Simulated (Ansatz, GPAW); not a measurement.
# benzene-1,4-diamine between two Ir chains: relaxation, then transmission at several levels

How well does benzene-1,4-diamine between two Ir chains conduct once its atoms have relaxed, and how much do cheaper levels lose?

Calculated with GPAW 26.7.0 and Ansatz 0.2.0; Ansatz plane waves; relaxation of the junction with the lead ends held; PAW set soft_1, in the first sound run; inputs show where later runs differ.

Most raw output is cut from this account.

### Step 1. Starting point

The cell holds 32 atoms: 16 Ir, 8 H, 2 N and 6 C. Cell: a = 10.798 Å, b = 10.118 Å, c = 42.709 Å, α = 90.0°, β = 90.0°, γ = 90.0°. Regions: left lead, 8 atoms (8 Ir); channel, 16 atoms (8 H, 2 N and 6 C); right lead, 8 atoms (8 Ir). Vacuum lies along a and b. The structure is stacked along c, and the current runs across the ab planes.

### Step 2. Relaxing the atoms

Transmission follows bond lengths closely, so the atoms between the held lead ends are relaxed first, from a slightly shaken start that lets symmetry break.

Contents of input.yaml:

```yaml
crystal:
  lattice:
    - [10.7977115921, 0.0, 0.0]
    - [0.0, 10.118265092, 0.0]
    - [0.0, 0.0, 42.7087526877]
  atoms:
    - { symbol: Ir, position: [0.5, 0.5, 0.0269265649] }
    - { symbol: Ir, position: [0.5, 0.5, 0.0807796946] }
    - { symbol: Ir, position: [0.5, 0.5, 0.1346328244] }
    - { symbol: Ir, position: [0.5, 0.5, 0.1884859541] }
    - { symbol: Ir, position: [0.5, 0.5, 0.2423390839] }
    - { symbol: Ir, position: [0.5, 0.5, 0.2961922136] }
    - { symbol: Ir, position: [0.5025259386, 0.5022278423, 0.3500274044] }
    - { symbol: Ir, position: [0.5018128998, 0.4980699646, 0.4026133789] }
    - { symbol: H, position: [0.4265864045, 0.3226151306, 0.4351032276] }
    - { symbol: H, position: [0.5751335679, 0.319364344, 0.4367946258] }
    - { symbol: "N", position: [0.5036861656, 0.3738030158, 0.441272503] }
    - { symbol: C, position: [0.5012981941, 0.4282792435, 0.4716555808] }
    - { symbol: H, position: [0.6971586742, 0.4396897782, 0.4755243608] }
    - { symbol: H, position: [0.3001007667, 0.4436197125, 0.4742010584] }
    - { symbol: C, position: [0.6095175603, 0.4656184846, 0.4861055511] }
    - { symbol: C, position: [0.3923537592, 0.4682769084, 0.4852543327] }
    - { symbol: C, position: [0.6188007388, 0.5358208703, 0.5150191891] }
    - { symbol: C, position: [0.3874480641, 0.5326115083, 0.5147844581] }
    - { symbol: H, position: [0.694177373, 0.5544346259, 0.5256575053] }
    - { symbol: H, position: [0.3077181396, 0.5579890288, 0.5246485419] }
    - { symbol: C, position: [0.4966172872, 0.5739655224, 0.5279028155] }
    - { symbol: "N", position: [0.4990430945, 0.6329315416, 0.5584656546] }
    - { symbol: H, position: [0.5770862072, 0.6764772308, 0.5643746507] }
    - { symbol: H, position: [0.425587579, 0.6767976141, 0.5624510936] }
    - { symbol: Ir, position: [0.4996636074, 0.5040805187, 0.5964219457] }
    - { symbol: Ir, position: [0.4966259963, 0.5009932417, 0.6504944418] }
    - { symbol: Ir, position: [0.5, 0.5, 0.7038077864] }
    - { symbol: Ir, position: [0.5, 0.5, 0.7576609161] }
    - { symbol: Ir, position: [0.5, 0.5, 0.8115140459] }
    - { symbol: Ir, position: [0.5, 0.5, 0.8653671756] }
    - { symbol: Ir, position: [0.5, 0.5, 0.9192203054] }
    - { symbol: Ir, position: [0.5, 0.5, 0.9730734351] }
kpoints:
  mp_grid: { grid: [1, 1, 2] }
hamiltonian:
  xc: pbe
  pseudopotentials: { kind: paw, azcp: { folder: soft_1 } }
scf:
  occupations: { method: fermi_dirac, width: 0.1 }
relax:
  f_tol: 0.03
  max_steps: 80
  constraints: [{ sites: [0, 1, 2, 3, 4, 5, 26, 27, 28, 29, 30, 31] }]
```

On the command line:

```console
> ansatz run input.yaml --threads 4 --pin off --max-ram 8192MiB --backend cpu --events-out ev --progress --plain --runs-dir out
```

It took 7.8 min on 4 threads of Arm Neoverse V1, shared host; peak memory 5.1 GiB.

Relaxation path:

| step | energy less that of the first step (eV) | largest force component (eV/Å) |
| --- | --- | --- |
| 1 | 0.0000 | 9.5013 |
| 2 | -1.6724 | 3.0548 |
| 3 | -2.0909 | 1.4222 |
| 4 | -2.3693 | 0.5220 |
| 5 | -2.6068 | 0.4972 |
| 6 | -2.8265 | 0.3348 |
| 7 | -2.9886 | 0.2190 |
| 8 | -3.0871 | 0.1444 |
| 9 | -3.1404 | 0.0589 |
| 10 | -3.1516 | 0.1044 |
| 11 | -3.1492 | 0.1671 |
| 12 | -3.1529 | 0.0092 |

Relaxation step 11 was tried and not accepted.

The atoms that moved most (Å):

| atom | dx | dy | dz | length |
| --- | --- | --- | --- | --- |
| Ir7 | 0.126 | -1.336 | -0.420 | 1.406 |
| Ir26 | -0.150 | 1.302 | 0.400 | 1.370 |
| Ir25 | -0.074 | 0.542 | 0.577 | 0.795 |
| Ir8 | 0.044 | -0.564 | -0.534 | 0.778 |
| C21 | 0.013 | -0.137 | 0.087 | 0.162 |
| H9 | 0.012 | -0.099 | 0.118 | 0.154 |
| H23 | -0.052 | 0.107 | -0.090 | 0.149 |
| C12 | 0.005 | 0.120 | -0.065 | 0.136 |

This step gave:

```yaml
free_energy: -193331.3798 eV
smearing_term_ts: 1.584 eV
symmetry_operations: 1
```

The relaxation lowered the energy of the cell by 3.15 eV.

### Step 3. Plane waves, PBE

A plane-wave run comes first: its basis does not favour the atoms, so it serves as the reference for the orbital bases.

This step: Ansatz plane waves; Landauer transmission by layers, zero bias; PAW set soft_1 (Ansatz 0.2.0).

Contents of input.yaml:

```yaml
crystal:
  lattice:
    - [10.7977115921, 0.0, 0.0]
    - [0.0, 10.118265092, 0.0]
    - [0.0, 0.0, 42.7087526877]
  atoms:
    - { symbol: Ir, position: [0.5, 0.5, 0.0269265649] }
    - { symbol: Ir, position: [0.5, 0.5, 0.0807796946] }
    - { symbol: Ir, position: [0.5, 0.5, 0.1346328244] }
    - { symbol: Ir, position: [0.5, 0.5, 0.1884859541] }
    - { symbol: Ir, position: [0.5, 0.5, 0.2423390839] }
    - { symbol: Ir, position: [0.5, 0.5, 0.2961922136] }
    - { symbol: Ir, position: [0.5141872816, 0.3702243996, 0.340183144] }
    - { symbol: Ir, position: [0.5058656574, 0.4423332124, 0.3901125151] }
    - { symbol: H, position: [0.4276665498, 0.312871388, 0.4378678272] }
    - { symbol: H, position: [0.5803164587, 0.313383312, 0.4383760625] }
    - { symbol: "N", position: [0.5037272019, 0.3728080148, 0.4400026282] }
    - { symbol: C, position: [0.5017991661, 0.4401045284, 0.4701277615] }
    - { symbol: H, position: [0.701096362, 0.4478647735, 0.4748416426] }
    - { symbol: H, position: [0.3019955269, 0.4492100282, 0.4729959699] }
    - { symbol: C, position: [0.612209782, 0.4705003947, 0.485747666] }
    - { symbol: C, position: [0.3893753034, 0.4712265556, 0.4847214712] }
    - { symbol: C, position: [0.6102304135, 0.5293822419, 0.5153408248] }
    - { symbol: C, position: [0.3873941705, 0.5300874393, 0.5143166589] }
    - { symbol: H, position: [0.6976135226, 0.5514157529, 0.5270625016] }
    - { symbol: H, position: [0.2985160484, 0.5526976843, 0.5252287097] }
    - { symbol: C, position: [0.4978091076, 0.5604638797, 0.5299379416] }
    - { symbol: "N", position: [0.4959143543, 0.6276716922, 0.5600755248] }
    - { symbol: H, position: [0.5723064264, 0.6870894872, 0.5622699256] }
    - { symbol: H, position: [0.419654809, 0.6875905503, 0.5616661026] }
    - { symbol: Ir, position: [0.4928523087, 0.5576930307, 0.6099335786] }
    - { symbol: Ir, position: [0.4827277139, 0.6296220738, 0.6598598354] }
    - { symbol: Ir, position: [0.5, 0.5, 0.7038077864] }
    - { symbol: Ir, position: [0.5, 0.5, 0.7576609161] }
    - { symbol: Ir, position: [0.5, 0.5, 0.8115140459] }
    - { symbol: Ir, position: [0.5, 0.5, 0.8653671756] }
    - { symbol: Ir, position: [0.5, 0.5, 0.9192203054] }
    - { symbol: Ir, position: [0.5, 0.5, 0.9730734351] }
kpoints:
  mp_grid: { grid: [1, 1, 2] }
hamiltonian:
  xc: pbe
  pseudopotentials: { kind: paw, azcp: { folder: soft_1 } }
scf:
  occupations: { method: fermi_dirac, width: 0.1 }
output:
  transmission:
    leads: [[0, 1]]
    e_range: [-2, 2]
    de: 0.025
    kmesh: [1, 1]
    reduced_basis: true
  write_potential: true
  write_density: true
  volumetric_format: npy
  elf: true
```

Elapsed: 1.9 h, on 4 threads; peak memory 6.9 GiB.

This step gave:

| Quantity | Value |
| --- | --- |
| lead level | 0 eV from the Fermi level |
| transmission at the Fermi level (one spin) | 0.008369 |
| open channels of the lead at the Fermi level (one spin) | 6 |
| step of the potential along the lead | 16.3 meV |
| offset of the lead | 0 Å |
| filling of the lead less its bulk value, in size | 8.7 meV |
| conductance | 0.008529 G₀ |

One spin. The transmission, zone mean by energy, zero at the Fermi level:

| energy (eV) | transmission, zone mean |
| --- | --- |
| -2.000 | 0.0844 |
| -1.800 | 0.0125 |
| -1.600 | 0.00195 |
| -1.400 | 0.00148 |
| -1.200 | 0.00104 |
| -1.000 | 8.3e-4 |
| -0.800 | 0.00138 |
| -0.600 | 0.00140 |
| -0.400 | 0.00270 |
| -0.200 | 0.0125 |
| 0.000 | 0.00837 |
| 0.200 | 0.0196 |
| 0.400 | 0.0367 |
| 0.600 | 0.0508 |
| 0.800 | 0.0659 |
| 1.000 | 0.0627 |
| 1.200 | 0.116 |
| 1.400 | 0.268 |
| 1.575 | 0.940 |
| 1.600 | 0.582 |
| 1.800 | 0.810 |
| 2.000 | 0.994 |

One spin. Table of open channels, zone mean by energy, zero at the Fermi level:

| energy (eV) | open channels, zone mean |
| --- | --- |
| -2.000 | 3 |
| -1.900 | 4 |
| -1.800 | 4 |
| -1.700 | 4 |
| -1.600 | 4 |
| -1.500 | 4 |
| -1.400 | 6 |
| -1.300 | 6 |
| -1.200 | 6 |
| -1.100 | 6 |
| -1.000 | 6 |
| -0.900 | 6 |
| -0.800 | 6 |
| -0.700 | 6 |
| -0.600 | 6 |
| -0.500 | 6 |
| -0.400 | 6 |
| -0.300 | 6 |
| -0.200 | 6 |
| -0.100 | 6 |
| 0.000 | 6 |
| 0.100 | 4 |
| 0.200 | 4 |
| 0.300 | 4 |
| 0.400 | 4 |
| 0.500 | 4 |
| 0.600 | 4 |
| 0.700 | 4 |
| 0.800 | 4 |
| 0.900 | 4 |
| 1.000 | 3 |
| 1.100 | 3 |
| 1.200 | 3 |
| 1.300 | 3 |
| 1.400 | 3 |
| 1.500 | 3 |
| 1.600 | 3 |
| 1.700 | 3 |
| 1.800 | 3 |
| 1.900 | 3 |
| 2.000 | 3 |

Crystal 0, spin -, k parallel (0, 0); distinct values, listed up to 1.5 1/Å. Im kz of the slowest decaying states against energy, zero at the Fermi level:

| energy (eV) | decay 1 (Å⁻¹) | decay 2 (Å⁻¹) | decay 3 (Å⁻¹) | decay 4 (Å⁻¹) |
| --- | --- | --- | --- | --- |
| -2.0000 | 0.0111 | 0.549 | 0.549 | 1.32 |
| -1.7500 | 0.415 | 0.415 | 1.29 | 1.30 |
| -1.5000 | 0.185 | 0.185 | 1.26 | 1.27 |
| -1.2500 | 1.24 | 1.24 | 1.32 | 1.41 |
| -1.0000 | 1.21 | 1.22 | 1.29 | 1.39 |
| -0.7500 | 1.18 | 1.19 | 1.27 | 1.36 |
| -0.5000 | 1.16 | 1.16 | 1.24 | 1.34 |
| -0.2500 | 1.13 | 1.13 | 1.22 | 1.31 |
| 0.0000 | 1.10 | 1.11 | 1.19 | 1.29 |
| 0.2500 | 0.283 | 0.283 | 1.07 | 1.08 |
| 0.5000 | 0.413 | 1.04 | 1.05 | 1.13 |
| 0.7500 | 0.501 | 1.01 | 1.02 | 1.10 |
| 1.0000 | 0.102 | 0.567 | 0.567 | 0.977 |
| 1.2500 | 0.218 | 0.621 | 0.621 | 0.945 |
| 1.5000 | 0.284 | 0.665 | 0.911 | 0.918 |
| 1.7500 | 0.333 | 0.703 | 0.703 | 0.877 |
| 2.0000 | 0.372 | 0.735 | 0.842 | 0.850 |

Crystal 0, spin -, k parallel (0, 0). The Re kz of states that move upwards by energy, zero at the Fermi level:

| energy (eV) | channel 1 (Å⁻¹) | channel 2 (Å⁻¹) | channel 3 (Å⁻¹) | channel 4 (Å⁻¹) | channel 5 (Å⁻¹) | channel 6 (Å⁻¹) |
| --- | --- | --- | --- | --- | --- | --- |
| -2.0000 | -0.681 | -0.681 | 0.707 | - | - | - |
| -1.7500 | -0.641 | -0.640 | 0.293 | 0.728 | - | - |
| -1.5000 | -0.601 | -0.600 | 0.416 | 0.749 | - | - |
| -1.2500 | -0.563 | -0.562 | 0.339 | 0.339 | 0.512 | 0.771 |
| -1.0000 | -0.526 | -0.525 | 0.528 | 0.528 | 0.592 | 0.795 |
| -0.7500 | -0.489 | -0.488 | 0.662 | 0.682 | 0.682 | 0.822 |
| -0.5000 | -0.452 | -0.452 | 0.722 | 0.828 | 0.828 | 0.855 |
| -0.2500 | -0.416 | -0.415 | 0.770 | 0.898 | 0.985 | 0.985 |
| 0.0000 | -0.380 | -0.379 | 0.806 | 0.952 | 1.21 | 1.21 |
| 0.2500 | -0.344 | -0.343 | 0.835 | 1.02 | - | - |
| 0.5000 | -0.308 | -0.307 | 0.859 | 1.09 | - | - |
| 0.7500 | -0.271 | -0.270 | 0.881 | 1.19 | - | - |
| 1.0000 | -0.233 | -0.232 | 0.902 | - | - | - |
| 1.2500 | -0.194 | -0.193 | 0.921 | - | - | - |
| 1.5000 | -0.153 | -0.152 | 0.941 | - | - | - |
| 1.7500 | -0.107 | -0.107 | 0.960 | - | - | - |
| 2.0000 | -0.0495 | -0.0479 | 0.979 | - | - | - |

The electrostatic potential energy of an electron (with the applied field's), less the Fermi level, planar mean oscillates, so the rows of the table below give means over windows of 2.22 Å about each position, cut where the curve ends. Its first 14 maxima inside the range that stand out by 2 % of the span (Å: eV): 2.2: 5.35, 4.6: 5.33, 6.8: 5.28, 9.2: 5.20, 11.4: 5.00, 13.6: 4.26, 15.6: 4.36, 17.8: 3.68, 19.4: 2.90, 21.4: 2.59, 23.3: 2.90, 24.9: 3.68, 27.1: 4.36, 29.1: 4.26. Its first 14 minima: 1.2: 3.97, 3.4: 3.94, 5.8: 3.92, 8.0: 3.85, 10.4: 3.72, 12.8: 3.41, 14.5: 3.18, 16.8: 2.82, 18.8: 2.39, 20.5: 1.44, 22.2: 1.44, 23.9: 2.40, 26.0: 2.82, 28.2: 3.18.

Table of electrostatic potential energy of an electron (with the applied field's), less the Fermi level, planar mean by z; means over each step:

z (Å), electrostatic potential energy of an electron (with the applied field's), less the Fermi level, planar mean (eV) and a bar from the least value:
```
     1.11       4.63 ##############################
     3.33       4.61 ##############################
     5.55       4.59 #############################
     7.77       4.53 #############################
     9.99       4.42 ###########################
    12.21       4.16 #########################
    14.43       3.76 ####################
    16.65       3.43 #################
    18.87       2.86 ##########
    21.09       1.90 
    23.31       2.41 ######
    25.53       3.28 ###############
    27.75       3.75 ####################
    29.97       3.98 #######################
    32.19       4.37 ###########################
    34.41       4.51 ############################
    36.63       4.59 #############################
    38.85       4.62 ##############################
    41.07       4.65 ##############################
```

The valence density, planar mean oscillates, so the rows of the table below give means over windows of 2.22 Å about each position, cut where the curve ends. Its first 14 maxima inside the range that stand out by 2 % of the span (Å: e/Å³): 1.2: 0.134, 3.4: 0.133, 5.8: 0.134, 8.0: 0.134, 10.4: 0.134, 12.6: 0.133, 14.5: 0.135, 16.6: 0.135, 18.7: 0.0617, 20.5: 0.0937, 22.2: 0.0936, 24.0: 0.0618, 26.1: 0.136, 28.2: 0.135. Its first 14 minima: 2.2: 0.0209, 4.6: 0.0205, 7.0: 0.0210, 9.2: 0.0206, 11.6: 0.0213, 13.6: 0.0342, 15.6: 0.0255, 17.8: 0.0138, 19.4: 0.0323, 21.4: 0.0572, 23.3: 0.0323, 24.9: 0.0138, 27.1: 0.0255, 29.1: 0.0343.

The valence density, planar mean by z; means over each step:

| z (Å) | valence density, planar mean (e/Å³) |
| --- | --- |
| 1.11 | 0.0694 |
| 3.33 | 0.0693 |
| 5.55 | 0.0693 |
| 7.77 | 0.0691 |
| 9.99 | 0.0690 |
| 12.21 | 0.0699 |
| 14.43 | 0.0744 |
| 16.65 | 0.0705 |
| 18.87 | 0.0397 |
| 21.09 | 0.0738 |
| 23.31 | 0.0548 |
| 25.53 | 0.0667 |
| 27.75 | 0.0732 |
| 29.97 | 0.0736 |
| 32.19 | 0.0694 |
| 34.41 | 0.0692 |
| 36.63 | 0.0690 |
| 38.85 | 0.0687 |
| 41.07 | 0.0684 |

Valence density in the cb plane at fractional x = 0.496, with atoms of Ir and N and C within 0.2 Å of it. It is the smooth field of the valence electrons, not physical close to the nuclei.

Ten steps, logarithmic in the rise over the least value, from '0' (0.0 e/Å³) to '9' (9.2 e/Å³), each cell a mean:
```
00000000000000000000000000000000000000000000
00000000000000000000000000000000000000000000
00000000000000000000000000000000000000000000
00000000000000000000000000000000000000000000
00000000000000000000000000000000000000000000
00000000000000000000000000000000000000111000
00000000000000000000000000000000000001333211
00000000000000000000000000000000001123566422
12221111221000000000000000000000013445777634
35543234553210000111110000000000134566677545
68885457886321111234321000012221135666554446
79997569998432222467753111134443224554322235
79986468997545444689974233345654222332100113
57764346775578865699984456666654211111000001
23332223444589985578864577765543100000000000
11111111123589985445533467753321000000000000
00000000011367753222211245531100000000000000
00000000000133321111000122210000000000000000
00000000000011110000000000000000000000000000
00000000000000000000000000000000000000000000
00000000000000000000000000000000000000000000
00000000000000000000000000000000000000000000
00000000000000000000000000000000000000000000
00000000000000000000000000000000000000000000
```
Columns run along c (16.0 Å, from fractional 0.23 to 0.60 of the cell), rows up along b (10.1 Å). Atoms in or near the plane, at fractional coordinates: Ir at (0.24, 0.50), Ir at (0.30, 0.50), Ir at (0.34, 0.37), Ir at (0.39, 0.44), N at (0.44, 0.37), C at (0.47, 0.44), C at (0.53, 0.56), N at (0.56, 0.63).

Electrostatic potential energy in the cb plane at fractional x = 0.496, with atoms of Ir and N and C within 0.2 Å of it. With pseudopotentials it is smooth inside the atoms' cores, unlike the true potential.

Ten even steps from '0' (-63 eV) to '9' (2 eV), each cell a mean:
```
99999999999999999999999999999999999999999999
99999999999999999999999999999999999999999999
99999999999999999999999999999999999999999999
99999999999999999999999999999999999999999999
99999999999999999999999999999999999999999999
99999999999999999999999999999999999999999999
99999999999999999999999999999999999888999999
99999999999999999999999999999999998635899999
99999999999999999999999999999998776201787545
78987668999999999999999999999986214313773000
15773014799999988889999999999985003778872000
02650001689999853358999987788987446899984101
03761001687788500017899861158999889999998656
46885335741147400016875550048999999999999999
89999888610006631148730154479999999999999999
99999998610016887789841278899999999999999999
99999999853258999999986789999999999999999999
99999999988889999999999999999999999999999999
99999999999999999999999999999999999999999999
99999999999999999999999999999999999999999999
99999999999999999999999999999999999999999999
99999999999999999999999999999999999999999999
99999999999999999999999999999999999999999999
99999999999999999999999999999999999999999999
```
Columns run along c (16.0 Å, from fractional 0.25 to 0.63 of the cell; values clipped at the 3rd and 97th percentile), rows up along b (10.1 Å). Atoms in or near the plane, at fractional coordinates: Ir at (0.30, 0.50), Ir at (0.34, 0.37), Ir at (0.39, 0.44), N at (0.44, 0.37), C at (0.47, 0.44), C at (0.53, 0.56), N at (0.56, 0.63), Ir at (0.61, 0.56).

ELF in the cb plane at fractional x = 0.496, with atoms of Ir and N and C within 0.2 Å of it. It is the smooth field of the valence electrons, not physical close to the nuclei.

Values, 13 rows by 16 columns, each cell a mean:
```
0.00 0.00 0.00 0.00 0.00 0.00 0.00 0.00 0.00 0.00 0.01 0.01 0.01 0.01 0.00 0.00
0.00 0.00 0.00 0.00 0.00 0.00 0.00 0.00 0.01 0.00 0.02 0.03 0.06 0.06 0.01 0.00
0.00 0.02 0.01 0.00 0.00 0.00 0.00 0.01 0.09 0.03 0.10 0.14 0.17 0.17 0.05 0.01
0.02 0.09 0.05 0.00 0.00 0.00 0.07 0.11 0.47 0.26 0.24 0.33 0.30 0.36 0.13 0.11
0.10 0.26 0.14 0.01 0.03 0.01 0.28 0.54 0.54 0.53 0.36 0.43 0.46 0.52 0.33 0.32
0.21 0.39 0.21 0.03 0.30 0.16 0.27 0.33 0.73 0.60 0.47 0.48 0.45 0.47 0.44 0.46
0.33 0.54 0.33 0.34 0.51 0.42 0.12 0.56 0.33 0.17 0.43 0.41 0.34 0.31 0.49 0.50
0.42 0.54 0.39 0.71 0.64 0.48 0.09 0.18 0.10 0.07 0.29 0.32 0.13 0.14 0.39 0.34
0.37 0.43 0.27 0.54 0.54 0.42 0.07 0.01 0.01 0.03 0.18 0.18 0.03 0.08 0.25 0.17
0.22 0.32 0.10 0.34 0.22 0.05 0.01 0.00 0.00 0.01 0.06 0.05 0.00 0.03 0.09 0.05
0.11 0.11 0.02 0.04 0.03 0.00 0.00 0.00 0.00 0.00 0.01 0.01 0.00 0.00 0.01 0.01
0.03 0.02 0.01 0.00 0.00 0.00 0.00 0.00 0.00 0.00 0.00 0.00 0.00 0.00 0.00 0.00
0.01 0.00 0.00 0.00 0.00 0.00 0.00 0.00 0.00 0.00 0.00 0.00 0.00 0.00 0.00 0.00
```
Columns run along c (16.0 Å, from fractional 0.36 to 0.73 of the cell), rows up along b (10.1 Å). Atoms in or near the plane, at fractional coordinates: Ir at (0.39, 0.44), N at (0.44, 0.37), C at (0.47, 0.44), C at (0.53, 0.56), N at (0.56, 0.63), Ir at (0.61, 0.56), Ir at (0.66, 0.63), Ir at (0.70, 0.50).

The largest of the program's own error estimates on the conductance is 15 %. T at the Fermi level is 0.00837 of 6 open channels a spin, without spin-orbit coupling, which is large for these atoms.

(Part 1 of 2 ends here.)

[Logs are printed without paths, hosts, clocks, repeated set-up lines and the standing remarks that a program may print on its own settings, such as how far it seeks lower states.]

[Hosts, paths, dates, database ids (printed as entryN), source tags and the programs' standing remarks are cut or masked in the printed files.]
